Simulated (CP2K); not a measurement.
As:

```xyz
2
Lattice="4.1310 0.0000 0.0000 2.4184 3.3491 0.0000 2.4184 1.2367 3.1124" Properties=species:S:1:pos:R:3 pbc="T T T"
As    2.0267    1.0364    0.7034
As    6.9411    3.5494    2.4090
```

Base run:

| Item | Value |
| --- | --- |
| Program | CP2K 2026.2 |
| Functional | PBE |
| Potentials or basis | POTENTIAL_UZH As GTH-PBE-q5; TZVP-MOLOPT-PBE-GTH basis |
| Density cutoff | 6123 eV |
| k mesh | 9 × 9 × 9 |
| Occupations | fermi-dirac, width 0.05 eV |
| Spin | no spin polarisation |

Its results: band gap on the k mesh none (metal or under the smearing width); pressure 4.4 GPa; largest force 0.524 eV/Å.

Task: After a change of settings the same cell gave: band gap on the k mesh none (metal or under the smearing width); pressure 5.2 GPa; largest force 0.465 eV/Å. Which change was it?
A. density cutoff from 6123 eV to 9184 eV; eps_default from 1.0E-10 to 1.0E-9; cutoff of the grids from 450 Ry to 675 Ry; potential files from those of the base run to others of the same set
B. functional from PBE to PBEsol; ngrids from 5 to 4; potential files from those of the base run to others of the same set
C. functional from PBE to RPBE; occupations from fermi-dirac, width 0.05 eV to gaussian, width 0.05 eV

Result: C.

Caveats: the basis of atomic orbitals isn't converged, which shifts pressures, moduli and gaps; the potentials were made for another functional, which shifts forces and pressure (some runs).

Not every run made on this cell is shown here.
